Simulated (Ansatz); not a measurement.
## SnO2: how the free axis answers a strain

SnO2, P4_2/mnm, a = 4.723 Å, c = 3.190 Å. Ansatz: LDA, PAW, 420 eV, Γ-centred 6×6×8 mesh on 6 atoms, Gaussian smearing 0.02 eV; no spin polarisation. Series: uniaxial strain along c, with a, b and atoms relaxed; x is the strain in per cent. y is the change of a in per cent of 4.721 Å.

| x (%) | y (%) |
| --- | --- |
| -6.0 | ? |
| -4.0 | 1.50 |
| -2.0 | 0.76 |
| 0.0 | 0.00 |
| 2.0 | -0.70 |
| 4.0 | -1.39 |
| 6.0 | -2.06 |

**Question.** Fit y = c1 x + c2 x² to the other rows, say what c1 measures, and predict the missing y.

**Answer.** Least squares on the rows shown. y = −0.3627 x + 0.003362 x². So −c1 = 0.363 is Poisson's ratio for this pair of axes. At x = -6.0 the fit asked for gives 2.30 %. The run gave 2.25 %, so the fit is 0.05 % too high, 1.2 % of the span of the series, against an rms of 0.01 % on the fitted rows. The row lies outside the fitted range. With a term in x³ added, a fit to the same known rows predicts 2.31 %, further off still.